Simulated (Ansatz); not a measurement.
## Computed properties of TaS$_{2}$

```xyz
3
Lattice="3.3795 0.0000 0.0000 -1.6897 2.9267 0.0000 0.0000 0.0000 6.7853" Properties=species:S:1:pos:R:3 pbc="T T T"
Ta    0.0000    0.0000    0.0000
S     0.0000    1.9511    1.5322
S     1.6897    0.9756    5.2531
```

Atoms are numbered in the order listed.

The cell was built from the CdI2 type and relaxed in the same program, and has space group P-3m1; it needn't be a known or the stable phase.

Spin polarisation is left out, and whether a magnetic state lies lower isn't shown here.

Spin–orbit coupling is left out, though it moves levels of the heavy atoms by tenths of an eV or more.

All numbers are computed: DFT, PBE, all-electron LAPW, scalar-relativistic (Ansatz 0.2.0); DFT, PBE, PAW with Ansatz's default frozen-core files, scalar-relativistic (Ansatz 0.2.0).

For LAPW: a Γ-centred 12×12×7 k mesh, Fermi–Dirac smearing of 0.08 eV, basis error target 1 meV/atom, no spin polarisation. PAW takes a cutoff of 420 eV at this cell. The Ansatz runs share mesh, smearing and spin set-up. Values come from LAPW unless marked.

```yaml
Band_gap: "none: with an odd electron count and no spin polarisation the bands can't all be full, a metal in this set-up (spin order or a larger cell could open a gap)"
Density_of_states_at_the_Fermi_level_0.2_eV_bin: 1.79 states/eV per cell
Löwdin_charges_with_0.19_e_of_the_cell_spilling_out_of_the_atomic_basis_so_their_sizes_and_signs_hang_on_that_basis: Ta1 0.61, S2 -0.21 e
Bader_charges_from_the_PAW_run: Ta1 +1.85, S2 -0.93 e
Volume_per_atom: 151.0 bohr³
Pressure_at_this_cell: 0.06 GPa
```
